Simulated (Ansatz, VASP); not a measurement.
**C: VASP beside Ansatz**

```
CELL_PARAMETERS angstrom
0.00000 1.78014 1.67333
1.78014 0.00000 1.67333
1.78014 1.78014 0.00000
ATOMIC_POSITIONS crystal
C 0.50000 0.50000 0.50000
C 0.75000 0.75000 0.75000
```

Change from the starting cell: strain -0.0600 x Voigt [0, 0, 1, 0, 0, 0], atoms carried along.

Alike in both runs: task single point; functional r2SCAN; k mesh 12 × 12 × 12; occupations gaussian, width 0.05 eV; no spin polarisation.

```csv
,VASP,Ansatz
version,VASP 6.6.1,Ansatz 0.2.0
potentials or method,"VASP PAW PBE potentials, release 64 (C)","scalar-relativistic, plane waves, PAW"
plane-wave cutoff (eV),520,500
valence electrons in the cell,8,8
```

```csv
,VASP,Ansatz,Ansatz less VASP
gap on the k mesh at the Fermi level (eV),2.83,2.86,+0.033
least direct gap on the mesh (eV),4.86,4.91,+0.050
pressure (GPa),32.7,31.3,-1.39
largest component of the traceless stress (GPa),40.78,40.86,+0.078
```

With one functional, cell and mesh, what is left measures potentials, basis and numerics.

Caveats: so large a pressure means that the cell lies far from this level's equilibrium, or that cutoff or potentials fall short (VASP); the potentials were made for another functional, which shifts forces and pressure (VASP).
